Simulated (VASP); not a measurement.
# What goes wrong when GaN is relaxed with a bad input, part 2 of 2

Aim: see how common mistakes in a VASP relaxation show up, on GaN. The starting structure is a measured crystal structure from the Crystallography Open Database. The first relaxation on each setting starts from this cell expanded by 3 % in volume.

VASP 6.6.1.

Results so far: reference 11.35 Å³ an atom; a k mesh far too coarse 11.45 Å³ an atom; a smearing far too wide 11.45 Å³ an atom.

## Step 5: Relaxation with the cell held fixed (ISIF = 2)

Level of this step: PBEsol; plane waves and PAW (Ga_d, N) (VASP).

A slip made on purpose: the cell held fixed (ISIF = 2). Against step 2 the input has ISIF = 2 (also changed: NELM).

INCAR

```
SYSTEM = GaN
PREC = Accurate
ENCUT = 520
EDIFF = 1E-06
NELM = 60
ISMEAR = 0
SIGMA = 0.03
LREAL = .FALSE.
ALGO = Normal
GGA = PS
NBANDS = 24
LORBIT = 11
LWAVE = .FALSE.
LCHARG = .FALSE.
KPAR = 8
IBRION = 2
NSW = 50
ISIF = 2
EDIFFG = -0.006
```

POSCAR

```
GaN
1.0
    3.2288575044      0.0000000000      0.0000000000
   -1.6144287522      2.7962726240      0.0000000000
    0.0000000000      0.0000000000      5.2585578085
Ga N
2 2
Direct
    0.3333333333      0.6666666667      0.0912000000
    0.6666666667      0.3333333333      0.5912000000
    0.3333333333      0.6666666667      0.4688000000
    0.6666666667      0.3333333333      0.9688000000
```

KPOINTS

```
Automatic mesh
0
Gamma
8 8 4
0 0 0
```

Potentials, in the order of the species: Ga_d and N (PBE family, release 64).

Launch:

```console
$ mpirun -np 8 vasp_std
```

The program printed:

```text
[... set-up lines as in an earlier step ...]
 entering main loop
       N       E                     dE             d eps       ncg     rms          rms(c)
DAV:   1     0.271582041623E+03    0.27158E+03   -0.18276E+04  1544   0.275E+03
DAV:   2     0.307943227752E+01   -0.26850E+03   -0.25584E+03  1632   0.520E+02
DAV:   3    -0.286913864280E+02   -0.31771E+02   -0.31523E+02  1672   0.143E+02
DAV:   4    -0.297064655838E+02   -0.10151E+01   -0.10133E+01  1888   0.288E+01
[...]
DAV:  16    -0.262217312408E+02    0.29343E-04   -0.25263E-05  1728   0.523E-02    0.695E-02
DAV:  17    -0.262217160613E+02    0.15180E-04   -0.37944E-05  2408   0.525E-02    0.242E-02
DAV:  18    -0.262217150977E+02    0.96355E-06   -0.59148E-06  2056   0.194E-02
   1 F= -.26221715E+02 E0= -.26221715E+02  d E =-.262217E+02
[...]
N       E                     dE             d eps       ncg     rms          rms(c)
DAV:   1    -0.262217159511E+02    0.11018E-06   -0.59760E-02  1448   0.173E+00    0.302E-02
DAV:   2    -0.262218825582E+02   -0.16661E-03   -0.17518E-03  1808   0.364E-01    0.141E-02
DAV:   3    -0.262218835650E+02   -0.10068E-05   -0.52573E-05  1800   0.648E-02    0.791E-03
DAV:   4    -0.262218824097E+02    0.11553E-05   -0.62317E-06  1752   0.283E-02    0.188E-03
DAV:   5    -0.262218826031E+02   -0.19337E-06   -0.17171E-06  1208   0.100E-02
   2 F= -.26221883E+02 E0= -.26221883E+02  d E =-.167505E-03
 trial-energy change:   -0.000168  1 .order   -0.000166   -0.000318   -0.000015
 step:   1.0479(harm=  1.0479)  dis= 0.00205  next Energy=   -26.221882 (dE=-0.167E-03)
 reached required accuracy - stopping structural energy minimisation
```

Run time: 6.6 s. Hardware: 8 MPI ranks of Intel Xeon Platinum 8559C (Emerald Rapids), shared host; peak memory 1.5 GiB; 46 s of CPU time.

OUTCAR, selected parts (step 5):

```text
  Total       -2.2604944     -2.2604944     -2.2279114      0.0000000      0.0000000      0.0000000
  in kB      -76.2814568    -76.2814568    -75.1819276      0.0000000      0.0000000      0.0000000
  external PRESSURE =     -75.9149471 kB  Pullay stress =       0.0000000 kB

 POSITION                                       TOTAL-FORCE (eV/Angst)
 -----------------------------------------------------------------------------------
     -0.00000      1.86418      0.48154         0.000000     -0.000000      0.001854
      1.61443      0.93209      3.11082        -0.000000      0.000000      0.001854
     -0.00000      1.86418      2.46325         0.000000     -0.000000     -0.001854
      1.61443      0.93209      5.09253        -0.000000     -0.000000     -0.001854
 -----------------------------------------------------------------------------------
    total drift:                               -0.000001     -0.000001      0.001758

  FREE ENERGIE OF THE ION-ELECTRON SYSTEM (eV)
  ---------------------------------------------------
  free  energy   TOTEN  =       -26.2218826031 eV

  energy  without entropy=      -26.2218826031  energy(sigma->0) =      -26.22188260

[... 2 parts as in an earlier step ...]

[... 2 further parts left out ...]
[key lines of the parts left out:]
E-fermi :   4.9478
```

With the cell held fixed (ISIF = 2) the cell ends at 11.870 Å³ an atom, +4.57 % from the reference.

## Step 6: Relaxation with a cutoff far too low

A slip made on purpose: a cutoff far too low. Against step 2 the input has PREC = Normal and ENCUT = 220 (also changed: NELM).

INCAR, as its differences from that of step 5:

```diff
@@ -1,4 +1,4 @@
 SYSTEM = GaN
-PREC = Accurate
-ENCUT = 520
+PREC = Normal
+ENCUT = 220
 EDIFF = 1E-06
@@ -17,3 +17,3 @@
 NSW = 50
-ISIF = 2
+ISIF = 3
 EDIFFG = -0.006
```

POSCAR is that of step 5.

KPOINTS is that of step 5.

Launch:

```console
$ mpirun -np 8 vasp_std
```

The program printed:

```text
[... set-up lines as in an earlier step ...]
 entering main loop
       N       E                     dE             d eps       ncg     rms          rms(c)
DAV:   1     0.166929052891E+03    0.16693E+03   -0.11222E+04  1592   0.151E+03
DAV:   2    -0.123486914958E+02   -0.17928E+03   -0.17298E+03  1616   0.331E+02
DAV:   3    -0.277672106815E+02   -0.15419E+02   -0.15340E+02  1800   0.894E+01
DAV:   4    -0.280205138975E+02   -0.25330E+00   -0.25320E+00  1712   0.124E+01
[...]
DAV:  12    -0.260286165617E+02   -0.68412E-05   -0.61793E-05  1512   0.525E-02    0.147E-02
DAV:  13    -0.260286126090E+02    0.39528E-05   -0.91621E-06  2088   0.652E-02    0.518E-03
DAV:  14    -0.260286125330E+02    0.75915E-07   -0.20058E-06  1128   0.158E-02
   1 F= -.26028613E+02 E0= -.26028613E+02  d E =-.260286E+02
[... from here on, the cycles between the ionic steps are left out ...]
   2 F= 0.24372831E+02 E0= 0.24372831E+02  d E =0.504014E+02
   3 F= -.28498499E+02 E0= -.28498499E+02  d E =-.246989E+01
   4 F= -.28626001E+02 E0= -.28626001E+02  d E =-.259739E+01
   5 F= -.28665498E+02 E0= -.28665498E+02  d E =-.263689E+01
   6 F= -.28664610E+02 E0= -.28664610E+02  d E =-.263600E+01
   7 F= -.28663359E+02 E0= -.28663359E+02  d E =0.125044E-02
   8 F= -.28665862E+02 E0= -.28665862E+02  d E =-.125216E-02
   9 F= -.28665286E+02 E0= -.28665286E+02  d E =0.575270E-03
  10 F= -.28666988E+02 E0= -.28666988E+02  d E =-.112638E-02
  11 F= -.28667280E+02 E0= -.28667280E+02  d E =-.292010E-03
  12 F= -.28667355E+02 E0= -.28667355E+02  d E =-.366666E-03
  13 F= -.28667360E+02 E0= -.28667360E+02  d E =-.492091E-05
  14 F= -.28667423E+02 E0= -.28667423E+02  d E =-.678150E-04
  15 F= -.28667422E+02 E0= -.28667422E+02  d E =-.672242E-04
[...]
reached required accuracy - stopping structural energy minimisation
```

It took 6.8 s on 8 MPI ranks; peak memory 0.89 GiB.

OUTCAR, selected parts (step 6):

```text
  Total       -0.0158038     -0.0158038     -0.0233091      0.0000000      0.0000000      0.0000000
  in kB       -0.6632594     -0.6632594     -0.9782430      0.0000000      0.0000000      0.0000000
  external PRESSURE =      -0.7682539 kB  Pullay stress =       0.0000000 kB

 POSITION                                       TOTAL-FORCE (eV/Angst)
 -----------------------------------------------------------------------------------
     -0.00000      1.73149      0.45306         0.000000     -0.000000     -0.000156
      1.49951      0.86574      2.90365        -0.000000      0.000000     -0.000156
     -0.00000      1.73149      2.29160         0.000000     -0.000000      0.000156
      1.49951      0.86574      4.74218         0.000000      0.000000      0.000156
 -----------------------------------------------------------------------------------
    total drift:                                0.000762      0.001320     -0.038455

  FREE ENERGIE OF THE ION-ELECTRON SYSTEM (eV)
  ---------------------------------------------------
  free  energy   TOTEN  =       -28.6674219623 eV

  energy  without entropy=      -28.6674219623  energy(sigma->0) =      -28.66742196

[... 2 parts as in an earlier step ...]

[... 2 further parts left out ...]
[key lines of the parts left out:]
E-fermi :   7.6922
```

The log as kept lacks single lines of electronic cycles.

With a cutoff far too low the cell ends at 9.544 Å³ an atom, -15.92 % from the reference.

## Step 7: Comparison

```tsv
run	volume (Å³/atom)	change (%)	pressure left (GPa)	core minutes
reference	11.35	-	0.03	3.07
a k mesh far too coarse	11.454	0.91	0.04	0.587
a smearing far too wide	11.454	0.91	0.08	2.13
the cell held fixed (ISIF = 2)	11.87	4.57	-7.59	0.88
a cutoff far too low	9.544	-15.92	-0.08	0.907
```

Core minutes are wall time times ranks, summed over the relaxations behind a row (those for a bulk modulus apart), on shared hosts.

## Step 8: Results

```json
{
 "volume of the reference": "11.35 Å³/atom",
 "volume against the reference, a k mesh far too coarse": "+0.91 %",
 "volume against the reference, a smearing far too wide": "+0.91 %",
 "volume against the reference, the cell held fixed (ISIF = 2)": "+4.57 %",
 "volume against the reference, a cutoff far too low": "-15.92 %"
}
```

What this shows: Finished, but with signs in the output that stand out against the reference: a smearing far too wide, with the volume changed by +0.9 % (signs: a large entropy term in the energy); the cell held fixed (ISIF = 2), with the volume kept at the input's, +4.6 % from the reference (signs: a stress of up to 7.6 GPa); a cutoff far too low, with the volume changed by -15.9 % (signs: -82.1 GPa at the first ionic step (of the first relaxations, not shown; reference: -7.6 GPa) and an energy that rises by up to 12.6 eV an atom on the way). Finished, and of the signs looked for here (warnings, stress, forces, entropy, moments, translations away from zero, imaginary modes) none stands out against the reference by the marks set here, though the cell is off: a k mesh far too coarse, with the volume changed by +0.9 %, a by +1.4 % and c by -1.9 %. The reference was restarted once and the runs with a slip weren't, so their cells may not have settled fully. Further runs on this material are not shown.

[Lines on the potential files, build, host, timing and source positions are cut from VASP's logs without a mark.]

[Logs are printed without paths, hosts, clocks, repeated set-up lines and the standing remarks that a program may print on its own settings, such as how far it seeks lower states.]

[Hosts, paths, dates, database ids (printed as entryN), source tags and the programs' standing remarks are cut or masked in the printed files.]
